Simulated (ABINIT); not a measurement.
Runs of ABINIT 10.8.3 (patched build) on C. The structure is cubic, space group Fd-3m (No. 227). The conventional cell has a = 3.567 Å, b = 3.567 Å, c = 3.567 Å, α = 90.00°, β = 90.00°, γ = 90.00°. Around C (site symmetry -43m) lie 4 C at 1.54 Å. This isn't the form of C at room conditions, which is graphite.

```csv
task,level,potentials or basis,k mesh,cutoff (eV),fine-grid cutoff,gap on the mesh (eV),pressure (GPa),V0 of scaled cells (Å³/atom),B0 (GPa)
band structure,PW91,JTH PAW PBE v2.0,13 × 13 × 13,544,1088.46 eV,4.19,(b),-,-
band structure,BP86,JTH PAW PBE v2.0,13 × 13 × 13,544,1088.46 eV,4.19,4.0,-,-
equation of state,HCTH407,JTH PAW PBE v2.0,13 × 13 × 13,544,1088.46 eV,-,-,5.59,(a)
equation of state,LDA-PZ,PseudoDojo NC SR LDA v0.4.1 standard,13 × 13 × 13,1116,-,-,-,5.54,463
equation of state,OLYP,JTH PAW PBE v2.0,13 × 13 × 13,544,1088.46 eV,-,-,5.65,445
band structure,RPBE,JTH PAW PBE v2.0,13 × 13 × 13,544,1088.46 eV,4.14,7.2,-,-
equation of state,PBE+D2,JTH PAW PBE v2.0,13 × 13 × 13,544,1088.46 eV,-,-,5.65,445
equation of state,PBE,JTH PAW PBE v2.0,13 × 13 × 13,517,1034.03 eV,-,-,5.69,(c)
band structure,PBEsol,JTH PAW PBE v2.0,13 × 13 × 13,544,1088.46 eV,4.01,-5.3,-,-
equation of state,WC,PseudoDojo NC SR PBEsol v0.4.1 standard,13 × 13 × 13,1116,-,-,-,5.65,446
single point,PBE,JTH PAW PBE v2.0,8 × 8 × 8,544,1088.46 eV,(d),1.2,-,-
single point,PBE,JTH PAW PBE v2.0,13 × 13 × 13,517,1034.03 eV,4.14,1.1,-,-
```

Alike in all rows: no spin polarisation; cell as given; smearing fermi-dirac 0.05 eV.

Question: Estimate the missing entries.

Answer: (a) 452; (b) 0.7; (c) 435; (d) 4.13.

Caveats: the PAW data sets were made with another functional, which shifts forces and pressure a little (some runs); pressures at fixed basis lie under the slope of the energies (some runs); the potentials were made for another functional, which shifts forces and pressure (some runs); an odd mesh through Γ misses points on the zone boundary, where band edges often lie (some runs).

Not every run made on this cell is shown here.
